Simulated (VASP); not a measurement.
A run of VASP 6.6.1:

File INCAR:

```
SYSTEM = TiB2
ALGO = Fast
EDIFF = 1E-7
ENCUT = 520
GGA = PS
ISIF = 2
ISMEAR = 0
LASPH = .True.
LCHARG = .False.
LREAL = .False.
LWAVE = .False.
NELM = 80
PREC = Accurate
SIGMA = 0.1
```

KPOINTS

```
k-points
0
Gamma
  24 24 20
  0 0 0
```

POSCAR

```
TiB2
1.0
    3.0188200000      0.0000000000      0.0000000000
   -1.5094100000      2.6143700000      0.0000000000
    0.0000000000      0.0000000000      3.1854700000
Ti B
1 2
Direct
    0.0000000000      1.0000000000      0.0000000000
    0.3333300000      0.6666700000      0.5000000000
    0.6666700000      0.3333300000      0.5000000000
```

Potentials or basis: VASP PAW PBE potentials, release 64 (Ti_sv, B).

The run is started by

```sh
$ cat potpaw_PBE.64/Ti_sv/POTCAR potpaw_PBE.64/B/POTCAR > POTCAR
$ mpirun -np 1 vasp_std > vasp.out
```

Hardware: 1 thread of Intel(R) Xeon(R) Platinum 8488C (Sapphire Rapids), with other jobs on the host.

Estimate the wall time of this run.

Wall time 20 min on 1 thread of Intel(R) Xeon(R) Platinum 8488C (Sapphire Rapids), on a shared host, peak memory 0.72 GiB. Counts: scf iterations 74, k points 1727.
